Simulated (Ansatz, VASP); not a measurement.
One calculation of BN, two programs

```
B N
1.0
     2.66291    0.00000    0.00000
    -1.33146    2.30615    0.00000
     0.00000    0.00000    8.38043
B N
2 2
Direct
  0.33333 0.66667 0.25000
  0.66667 0.33333 0.75000
  0.33333 0.66667 0.75000
  0.66667 0.33333 0.25000
```

Alike in both runs: task single point; functional PBE; k mesh 12 × 12 × 4; occupations gaussian, width 0.02 eV; no spin polarisation.

|  | VASP | Ansatz |
| --- | --- | --- |
| version | VASP 6.6.1 | Ansatz 0.2.0 |
| potentials or method | VASP PAW PBE potentials, release 64 (B, N) | scalar-relativistic, plane waves, PAW |
| plane-wave cutoff (eV) | 520 | 420 |
| valence electrons in the cell | 16 | 16 |

Ansatz gave:

| Quantity | Value |
| --- | --- |
| gap on the k mesh at the Fermi level (eV) | 4.20 |
| least direct gap on the mesh (eV) | 4.20 |
| pressure (GPa) | -25.3 |
| largest component of the traceless stress (GPa) | 25.35 |

Which values does VASP return?

gap on the k mesh at the Fermi level (eV): 4.20; least direct gap on the mesh (eV): 4.20; pressure (GPa): -25.3; largest component of the traceless stress (GPa): 25.27.

Caveats: so large a pressure means that the cell lies far from this level's equilibrium, or that cutoff or potentials fall short (VASP); this functional lacks dispersion, which binds the layers, so the pressure and a relaxed spacing across them are unreliable. A k mesh can miss the band edges.
